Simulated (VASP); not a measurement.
A run of VASP 6.6.1:

INCAR

```
PREC     = Accurate       # precision mode
ENCUT    = 520            # plane-wave cutoff, eV
EDIFF    = 1E-6           # SCF threshold, eV
ISMEAR   = 0              # smearing method
SIGMA    = 0.1            # smearing width, eV
LREAL    = False          # projectors in reciprocal space
LASPH    = True           # aspherical terms in the spheres
NELM     = 100            # most SCF steps
ALGO     = Normal         # electronic algorithm
ISIF     = 2              # what is computed and relaxed
LWAVE    = False          # write WAVECAR
LCHARG   = True           # write CHGCAR
GGA      = PE             # functional
LELF     = True           # ELF
LVHAR    = True         
NBANDS   = 18             # bands
```

KPOINTS

```
Automatic mesh
0
Gamma
  6 6 4
```

POSCAR

```
As
1.0
    1.8250000000     -5.5000000000      0.0000000000
    1.8250000000      5.5000000000      0.0000000000
    0.0000000000      0.0000000000      4.4700000000
As
4
Direct
    0.1100000000      0.8900000000      0.9400000000
    0.6100000000      0.3900000000      0.5600000000
    0.8900000000      0.1100000000      0.0600000000
    0.3900000000      0.6100000000      0.4400000000
```

Potentials or basis: VASP PAW PBE potentials, release 64 (As).

Run with:

```bash
$ cat potpaw_PBE.64/As/POTCAR > POTCAR
$ mpirun -np 1 vasp_std > vasp.out
```

Hardware: 1 thread of Intel(R) Xeon(R) 6975P-C (Granite Rapids), on a shared host.

Task: How long does it take, and how much memory?

Result: It took 35 s on 1 thread of Intel(R) Xeon(R) 6975P-C (Granite Rapids) (shared host), peak memory 0.28 GiB. Counts: scf iterations 11, k points 39.
